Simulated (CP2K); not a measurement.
## ZnAu under changes of volume

One of the cells (15.583 Å³/atom); the others are scaled copies at fixed shape and fractional positions:

```
CELL_PARAMETERS angstrom
3.14700 0.00000 0.00000
0.00000 3.14700 0.00000
0.00000 0.00000 3.14700
ATOMIC_POSITIONS crystal
Au 0.00000 0.00000 0.00000
Zn 0.50000 0.50000 0.50000
```

| Item | Value |
| --- | --- |
| Program | CP2K 2026.2 |
| Functional | r2SCAN |
| Potentials or basis | POTENTIAL_UZH Au GTH-SCAN-q11, Zn GTH-SCAN-q12; TZVP-MOLOPT-SCAN-GTH basis |
| Density cutoff | 9184 eV |
| k mesh | 8 × 8 × 8 |
| Occupations | fermi-dirac, width 0.1 eV |
| Spin | no spin polarisation |

```csv
volume (Å³/atom),energy over the lowest point (meV/atom),pressure (GPa)
14.648,?,?
14.960,16.89,7.7
15.272,5.21,4.2
15.583,0.00,1.1
15.895,0.51,-1.7
16.207,6.10,-4.2
16.518,16.18,-6.3
```

Question: What does the run at 14.648 Å³/atom give?

Answer: Energy over the lowest point 35.92 meV/atom; pressure 11.7 GPa.

Worked out: A Birch-Murnaghan fit of order 3 (a polynomial in V^(-2/3)) to the other rows has its minimum at 15.71 Å³/atom with B0 = V·E''(V) = 141 GPa and B' = 5.0. It gives 35.86 meV/atom at 14.648 Å³/atom, against the run's 35.92, and -dE/dV = 11.8 GPa, against 11.7.

Energies are extrapolated to zero smearing.

Caveats: with these potentials and basis sets, volumes of gold and of layered tellurides can stand 1.5 % and more from those of plane-wave programs; the basis of atomic orbitals isn't converged, which shifts pressures, moduli and gaps.
